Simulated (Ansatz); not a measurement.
Crystal: CuI.

```
I Cu
1.0
     4.09020    0.00000    0.00000
     0.00000    4.09020    0.00000
     0.00000    0.00000    6.55146
I Cu
2 2
Cartesian
  0.0000 2.0451 4.8680
  2.0451 0.0000 1.6835
  0.0000 0.0000 0.0000
  2.0451 2.0451 0.0000
```

Measurements of this composition are mostly on another form, of space group No. 216.

Base run:

- Program: Ansatz 0.2.0
- Functional: PBEsol
- Potentials or basis: all-electron LAPW, scalar-relativistic
- Cutoff: 255 eV (chosen from the basis error)
- Basis error allowed: 0.002 eV/atom
- k mesh: 7 × 7 × 4
- Occupations: fermi-dirac, width 0.05 eV
- Spin: no spin polarisation

Its results: band gap on the k mesh 1.49 eV, direct; pressure -1.7 GPa; largest force 0.233 eV/Å.

Task: The run is repeated on the same cell with these changes: functional from PBEsol to LDA. What comes out?

Result: Band gap on the k mesh 1.41 eV, direct; pressure -3.6 GPa; largest force 0.490 eV/Å.

LDA binds more tightly than PBEsol, so the same cell stands under less pressure.

Caveats: spin-orbit coupling is left out, which moves the levels of the heavy elements; this functional lacks dispersion, which binds the layers, so the pressure and a relaxed spacing across them are unreliable (some runs).
